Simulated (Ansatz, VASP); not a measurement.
Two plane-wave programs on W

```xyz
4
Lattice="4.3511 0.0000 0.0000 -2.1756 3.7682 0.0000 0.0000 0.0000 4.9776" Properties=species:S:1:pos:R:3 pbc="T T T"
W     0.0000    0.0000    3.7332
W     0.0000    0.0000    1.2444
W     0.0000    2.5121    3.7332
W     2.1756    1.2561    1.2444
```

Alike in both runs: functional PBE; k mesh 6 × 6 × 4; occupations gaussian, width 0.1 eV; no spin polarisation.

Ansatz relaxed the structure, and its values are those at the end. VASP's run is a single point on that final structure, the one shown.

|  | VASP | Ansatz |
| --- | --- | --- |
| version | VASP 6.6.1 | Ansatz 0.2.0 |
| potentials or method | VASP PAW PBE potentials, release 64 (W_sv) | scalar-relativistic, plane waves, PAW |
| plane-wave cutoff (eV) | 520 | 420 |
| valence electrons in the cell | 56 | 56 |

|  | VASP | Ansatz | Ansatz less VASP |
| --- | --- | --- | --- |
| gap on the k mesh at the Fermi level (eV) | none | none | - |
| pressure (GPa) | 0.4 | -0.4 | -0.72 |

A gap of «none» marks a metal or a gap that the smearing closes. With one functional, cell and mesh, what is left measures potentials, basis and numerics.

Spin-orbit coupling is left out, which matters for the levels of W.
